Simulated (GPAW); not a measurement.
The system is KTaO3.

```
CELL_PARAMETERS angstrom
3.98830 0.00000 0.00000
0.00000 3.98830 0.00000
0.00000 0.00000 3.98830
ATOMIC_POSITIONS crystal
Ta 0.00000 0.00000 0.00000
K 0.50000 0.50000 0.50000
O 0.00000 0.00000 0.50000
O 0.00000 0.50000 0.00000
O 0.50000 0.00000 0.00000
```

Base run:

| Property | Result |
| --- | --- |
| Program | GPAW 26.7.0 |
| Functional | C09-vdW |
| Potentials or basis | GPAW PAW data sets (gpaw-data 1.2.1) |
| Cutoff | 800 eV |
| Basis | pw |
| k mesh | 6 × 6 × 6 |
| Occupations | fermi-dirac, width 0.05 eV |
| Spin | spin-orbit coupling, no magnetisation |

Its results: band gap on the k mesh 1.97 eV, indirect (least direct gap 2.50 eV).

Question: The run is repeated on the same cell with these changes: functional from C09-vdW to PBE; k mesh from 6 × 6 × 6 to 7 × 7 × 7. What comes out?

Answer: Band gap on the k mesh 2.07 eV, indirect (least direct gap 2.54 eV).

Several settings changed at once, so the effect can't be laid on one alone.

Caveats: spin-orbit coupling was added after a scalar SCF, so levels and gaps hold it while energy, forces, pressure and moments don't; this program's spin-orbit splittings come out too wide for heavy elements.

Not every run made on this cell is shown here.
